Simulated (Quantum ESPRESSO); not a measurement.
Zr under changes of volume

One of the cells (23.281 Å³/atom); the others are scaled copies at fixed shape and fractional positions:

```xyz
2
Lattice="3.2320 0.0000 0.0000 -1.6160 2.7990 0.0000 0.0000 0.0000 5.1470" Properties=species:S:1:pos:R:3 pbc="T T T"
Zr    1.6160    0.9330    3.8603
Zr    0.0000    1.8660    1.2868
```

* Program: Quantum ESPRESSO 7.5
* Functional: PBEsol
* Potentials or basis: PseudoDojo 0.4.1 SR PBEsol standard
* Cutoff: 898 eV
* Density cutoff: 3592 eV
* k mesh: 9 × 9 × 5
* Occupations: fermi-dirac, width 0.05 eV
* Spin: no spin polarisation

```tsv
volume (Å³/atom)	energy over the lowest point (meV/atom)	pressure (GPa)
21.884	?	?
22.350	0.00	0.7
22.815	0.79	-1.3
23.281	7.19	-3.2
23.746	18.77	-4.9
24.212	35.12	-6.5
24.678	55.85	-7.9
```

Task: What does the run at 21.884 Å³/atom give?

Result: Energy over the lowest point 5.34 meV/atom; pressure 2.9 GPa.

Worked out: A Birch-Murnaghan fit of order 3 (a polynomial in V^(-2/3)) to the other rows has its minimum at 22.52 Å³/atom with B0 = V·E''(V) = 99 GPa and B' = 3.1 at fixed shape and positions, which overstates the stiffness. It gives 5.35 meV/atom at 21.884 Å³/atom, against the run's 5.34, and -dE/dV = 3.0 GPa, against 2.9.

Energies are extrapolated to zero smearing.
